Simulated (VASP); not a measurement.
CdS:

```
CELL_PARAMETERS angstrom
4.13146 0.00000 0.00000
-2.06573 3.57795 0.00000
0.00000 0.00000 6.72462
ATOMIC_POSITIONS crystal
Cd 0.33333 0.66667 0.99932
Cd 0.66667 0.33333 0.49932
S 0.33333 0.66667 0.37568
S 0.66667 0.33333 0.87568
```

Program: VASP 6.6.1. Alike in all runs: task band structure; cell as given; cutoff (eV) 520; smearing gaussian 0.03 eV.

Problem. Order these runs on this cell by their pressure, lowest first.
A. level r2SCAN; potentials or basis VASP PAW PBE potentials, release 64 (Cd, S); spin off; k mesh 9 × 9 × 4
B. level PBEsol; potentials or basis VASP PAW PBE potentials, release 64 (Cd, S); spin SOC, no magnetisation; k mesh 6 × 6 × 3
C. level LDA; potentials or basis VASP PAW LDA potentials, release 64 (Cd, S); spin off; k mesh 9 × 9 × 4

Solution. C (-2.1 GPa), B (0.0 GPa), A (1.7 GPa).

Caveats: the PAW data sets were made with another functional, which shifts forces and pressure a little (some runs).
